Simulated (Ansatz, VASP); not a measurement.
Given: the input of a run of Ansatz 0.2.0 on SiC. The cell is a database's computed one, not the measured one.

File input.yaml:

```yaml
crystal:
  lattice:
    - [3.0756941497, 0.0, 0.0]
    - [-1.5378470748, 2.6636292679, 0.0]
    - [0.0, 0.0, 10.07064648]
  atoms:
    - { symbol: Si, position: [0.0, 0.0, 0.18789438] }
    - { symbol: Si, position: [0.0, 0.0, 0.68789438] }
    - { symbol: Si, position: [0.3333333333, 0.6666666667, 0.43784198] }
    - { symbol: Si, position: [0.6666666667, 0.3333333333, 0.93784198] }
    - { symbol: C, position: [0.0, 0.0, 0.00046005] }
    - { symbol: C, position: [0.0, 0.0, 0.50046005] }
    - { symbol: C, position: [0.3333333333, 0.6666666667, 0.24980259] }
    - { symbol: C, position: [0.6666666667, 0.3333333333, 0.74980259] }
hamiltonian:
  xc: revpbe
  pseudopotentials: { kind: paw }
  dispersion: d3bj
kpoints:
  mp_grid: { grid: [10, 10, 3] }
scf:
  occupations: { method: fermi_dirac, width: 0.05 }
output:
  forces: true
  stress: true
  write_density: true
  write_potential: true
  elf: true
  volumetric_format: npy
relax:
  f_tol: 0.01
  max_steps: 40
  cell: { stress_tol: 0.05 }
```

Potentials or basis: Ansatz PAW.

Command:

```bash
$ ansatz run input.yaml --threads 4 --pin off --max-ram 11264MiB --backend cpu --events-out ev --progress --plain --runs-dir out
```

**Question.** Translate it to VASP 6.6.1. Potentials or basis there: PBE PAW files C, Si, 600 eV.

**Answer.** As run (cutoffs and basis follow the program's own potentials, and thresholds, step limits or extra output files can differ):

INCAR

```
ALGO = Normal
EDIFF = 1E-6
EDIFFG = -0.01
ENCUT = 600
GGA = RE
IBRION = 2
ISIF = 3
ISMEAR = -1
IVDW = 12
LASPH = True
LCHARG = False
LREAL = False
LWAVE = False
NELM = 100
NSW = 40
PREC = Accurate
SIGMA = 0.05
```

KPOINTS

```
k-points
0
Gamma
  10 10 3
```

File POSCAR:

```
SiC
1.0
    3.0756941497      0.0000000000      0.0000000000
   -1.5378470748      2.6636292679      0.0000000000
    0.0000000000      0.0000000000     10.0706464800
Si C
4 4
Direct
    0.0000000000      0.0000000000      0.1878943800
    0.0000000000      0.0000000000      0.6878943800
    0.3333333333      0.6666666667      0.4378419800
    0.6666666667      0.3333333333      0.9378419800
    0.0000000000      0.0000000000      0.0004600500
    0.0000000000      0.0000000000      0.5004600500
    0.3333333333      0.6666666667      0.2498025900
    0.6666666667      0.3333333333      0.7498025900
```

Potentials or basis: VASP PAW PBE potentials, release 64 (Si, C).

Command:

```bash
$ cat potpaw_PBE.64/Si/POTCAR potpaw_PBE.64/C/POTCAR > POTCAR
$ mpirun -np 1 vasp_std > vasp.out
```

Both were run:

|  | Ansatz | VASP |
| --- | --- | --- |
| Relaxed volume | 10.17 Å³/atom | 10.14 Å³/atom |
| Relaxed cell | a = 3.062 Å, b = 3.062 Å, c = 10.022 Å, α = 90.00°, β = 90.00°, γ = 120.00° | a = 3.059 Å, b = 3.059 Å, c = 10.014 Å, α = 90.00°, β = 90.00°, γ = 120.00° |
| Space group after relaxing | P6_3mc (No. 186) | P6_3mc (No. 186) |
| Pressure after relaxing | 0.0 GPa | 0.0 GPa |

Ansatz's pressure holds a Pulay term of +0.25 GPa for its cutoff of 420 eV, which the other run lacks.

Ansatz's potentials were made for PBE. VASP's potentials were made for PBE.

Where Ansatz's input types no cutoff or centring, it takes its own default and a Γ-centred mesh.

Pressure is positive in compression.
